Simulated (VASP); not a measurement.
Given:

```
CELL_PARAMETERS angstrom
      0.00000     2.98500     2.98500
      2.98500     0.00000     2.98500
      2.98500     2.98500     0.00000
ATOMIC_POSITIONS crystal
  Na 0.00000 0.00000 0.00000
  Br 0.50000 0.50000 0.50000
```

The numbers are results of PBE GGA, VASP's PBE PAW potentials (set 64) (plane waves; VASP), not measurements. Run with 400 eV cut-off, 2×2×2 Γ-centred mesh, Gaussian smearing of 0.050 eV, potentials Na_pv Br.

Gaps are read on the run's mesh, which can miss a band edge.

What does the run give for the energy per atom (σ→0), pressure, band gap (on the k-mesh) with the smallest direct gap where there is one?

```json
{
  "band gap (on the k-mesh)": "4.07 eV",
  "smallest direct gap (on the k-mesh)": "4.07 eV",
  "energy per atom (σ→0)": "-278.7 kJ/mol of atoms",
  "pressure": "28.0 kbar"
}
```

Only differences to runs with the same potentials and settings are physical.

The compound is NaBr in the rock salt structure. The cell was not relaxed at this level. The k-mesh is coarse (spacing up to 0.91 per Å, 2π included), so the numbers may not be converged in it. The run is one of a series of settings (KPOINTS 2×2×2 Γ-centred mesh against the base run), some of them coarse on purpose.
